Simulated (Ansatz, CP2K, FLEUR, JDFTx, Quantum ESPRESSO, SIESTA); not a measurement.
**AlN: programs and potentials compared**

```
Al N
1.0
     3.11300    0.00000    0.00000
    -1.55650    2.69594    0.00000
     0.00000    0.00000    4.98100
Al N
2 2
Direct
  0.66667 0.33333 0.50000
  0.33333 0.66667 0.00000
  0.66667 0.33333 0.88000
  0.33333 0.66667 0.38000
```

Alike in all runs: task band structure; functional LDA; k mesh 10 × 10 × 6; occupations fermi-dirac, width 0.05 eV; no spin polarisation; no spin-orbit coupling. LDA stands for any of its common fits. Pressure is positive in compression and, in plane waves, holds the error of the finite cutoff, which Ansatz's Pulay term estimates and takes out. Gaps are the smaller of the mesh's and the band path's.

```tsv
program and potentials	plane-wave cutoff (eV)	notes	band gap (eV)	pressure (GPa)	largest force (eV/Å)
Ansatz, Ansatz PAW	420	potentials made for PBE, which Ansatz adapts in part; Pulay term of +0.66 GPa included	4.24	-4.65	0.117
CP2K, GTH_POTENTIALS Al GTH-PADE-q3, N GTH-PADE-q5; TZVP-MOLOPT-PBE-GTH basis	-	atomic basis	4.25	-5.85	0.114
SIESTA, files PseudoDojo sr-lda-0.4.1-standard, DZP (energy shift 0.002 Ry; radii capped at 9.5 bohr)	-	atomic basis	4.43	-3.60	0.122
FLEUR, all-electron, FLAPW	-	-	4.24	-	-
Quantum ESPRESSO, PseudoDojo 0.4.1 SR LDA standard	1143	-	4.26	-5.85	0.114
JDFTx, PseudoDojo-SR-LDA-0.4.1-standard	1143	-	4.26	-	-
Ansatz, all-electron LAPW, scalar-relativistic	-	-	4.24	-4.63	0.117
```

Force on atom 1 (Al), eV/Å:

```csv
program and potentials,x,y,z
"Ansatz, Ansatz PAW",0.000,0.000,-0.117
"CP2K, GTH_POTENTIALS Al GTH-PADE-q3, N GTH-PADE-q5; TZVP-MOLOPT-PBE-GTH basis",0.000,0.000,-0.114
"SIESTA, files PseudoDojo sr-lda-0.4.1-standard, DZP (energy shift 0.002 Ry; radii capped at 9.5 bohr)",0.000,0.000,-0.122
"Quantum ESPRESSO, PseudoDojo 0.4.1 SR LDA standard",0.000,0.000,-0.114
"Ansatz, all-electron LAPW, scalar-relativistic",0.000,0.000,-0.117
```

The band gap spans 4.24 (Ansatz, Ansatz PAW) to 4.43 eV (SIESTA, files PseudoDojo sr-lda-0.4.1-standard, DZP (energy shift 0.002 Ry; radii capped at 9.5 bohr)), with all-electron results at 4.24. The pressure spans -5.85 (CP2K, GTH_POTENTIALS Al GTH-PADE-q3, N GTH-PADE-q5; TZVP-MOLOPT-PBE-GTH basis) to -3.60 GPa (SIESTA, files PseudoDojo sr-lda-0.4.1-standard, DZP (energy shift 0.002 Ry; radii capped at 9.5 bohr)), with all-electron results at -4.63. The paths' points differ, which is worth about 0.01 eV. Rows in atomic bases carry the error of their basis and grid, which can be large.

Differences between rows come from potentials, basis sets and numerical settings, since the functional is the same but for its coding. Runs on potential files found faulty are left out.
